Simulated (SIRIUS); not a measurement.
Here is a SIRIUS 7.10.0 calculation.

sirius.json

```json
{
  "control": {
    "processing_unit": "cpu",
    "verbosity": 2,
    "num_bands_to_print": 23,
    "print_forces": true,
    "print_stress": true
  },
  "parameters": {
    "electronic_structure_method": "pseudopotential",
    "xc_functionals": ["XC_GGA_X_PBE", "XC_GGA_C_PBE"],
    "gk_cutoff": 9.0,
    "pw_cutoff": 18.0,
    "ngridk": [4, 4, 4],
    "shiftk": [0, 0, 0],
    "smearing": "fermi_dirac",
    "smearing_width": 0.0018374661,
    "num_bands": 23,
    "num_mag_dims": 0,
    "num_dft_iter": 100,
    "energy_tol": 1e-08,
    "density_tol": 1e-06
  },
  "iterative_solver": {
    "type": "davidson",
    "min_tolerance": 1e-09,
    "tolerance_scale": [0.1, 0.25]
  },
  "mixer": {
    "type": "anderson",
    "beta": 0.7,
    "max_history": 8
  },
  "settings": {
    "tol_ne": 1e-10,
    "pseudo_grid_cutoff": 6.5
  },
  "unit_cell": {
    "lattice_vectors": [
      [4.070848017669, 2.350305198853, 7.101590776344],
      [-4.070848017669, 2.350305198853, 7.101590776344],
      [0.0, -4.700610397707, 7.101590776344]
    ],
    "atom_coordinate_units": "lattice",
    "atom_types": ["Sb"],
    "atom_files": {
      "Sb": "Sb.json"
    },
    "atoms": {
      "Sb": [
        [0.76651, 0.76651, 0.76651],
        [0.23349, 0.23349, 0.23349]
      ]
    }
  }
}
```

Potentials or basis: PseudoDojo 0.5 PBE standard (scalar relativistic).

Command:

```sh
$ upf_to_json Sb.upf
$ OMP_NUM_THREADS=1 sirius.scf --input=sirius.json --output=out.json --task=0
```

Problem. What does it give for the pressure?

Solution. 2.8 GPa.

Problem. Predict the largest force.

Solution. 0.051 eV/Å.

Stress tensor (GPa, compression positive):
```
3.22 0.00 0.00
0.00 3.22 0.00
0.00 0.00 1.83
```

Caveat: the k mesh is coarse (spacing up to 0.44 Å⁻¹), so the values aren't converged.
